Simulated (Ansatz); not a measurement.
# Band structure of Gd

```xyz
1
Lattice="-2.0250 2.0250 2.0250 2.0250 -2.0250 2.0250 2.0250 2.0250 -2.0250" Properties=species:S:1:pos:R:3 pbc="T T T"
Gd    0.0000    0.0000    0.0000
```

The cell comes from COD entry 1522526, which wasn't checked; take it as a given geometry.

Semilocal functionals without a Hubbard term describe localised f shells poorly; where the shell is localised, the real material differs.

The calculation used DFT, PBE, all-electron LAPW, Dirac equation with spin-orbit coupling (Ansatz 0.2.0).

Settings: a Γ-centred 11×11×11 k mesh, Fermi–Dirac smearing of 0.08 eV, basis error target 1 meV/atom, spin-polarised from start moments Gd 7 μB, magnetisation along z, ending with a spin moment of 7.56 μB in the cell.

Points in fractions of the reciprocal vectors of this cell: Γ (0, 0, 0), H (0.5, -0.5, 0.5), N (0, 0, 0.5), P (0.25, 0.25, 0.25). The path joins them by straight lines in the order Γ–H–N–Γ–P–H–P–N; legs that retrace an earlier one aren't tabulated. Energies are in eV from the Fermi level.

Question: List the levels at P between -14 and 2.5 eV.

Answer: -4.83, -4.77, -4.66, -4.57, -4.44, -4.33, -4.17, -0.49, -0.38, -0.23, 0.36, 0.45, 0.47, 0.53, 0.68, 0.73, 0.85, 0.86, 0.93, 1.04.

Question: List the levels at N between -14 and 2.5 eV.

Answer: -4.84, -4.77, -4.69, -4.53, -4.46, -4.31, -4.17, -2.41, -1.50, -0.29, 0.34, 0.45, 0.48, 0.73, 0.75, 0.80, 0.92, 0.96, 1.09, 2.21.

Question: List the levels at H between -14 and 2.5 eV.

Answer: -4.83, -4.80, -4.64, -4.59, -4.41, -4.33, -4.17, -1.90, -1.90, -1.12, -1.11, 0.37, 0.43, 0.59 (×2), 0.84, 0.90, 1.00.

Question: What is the band gap?

Answer: none: bands cross the Fermi level, a metal.
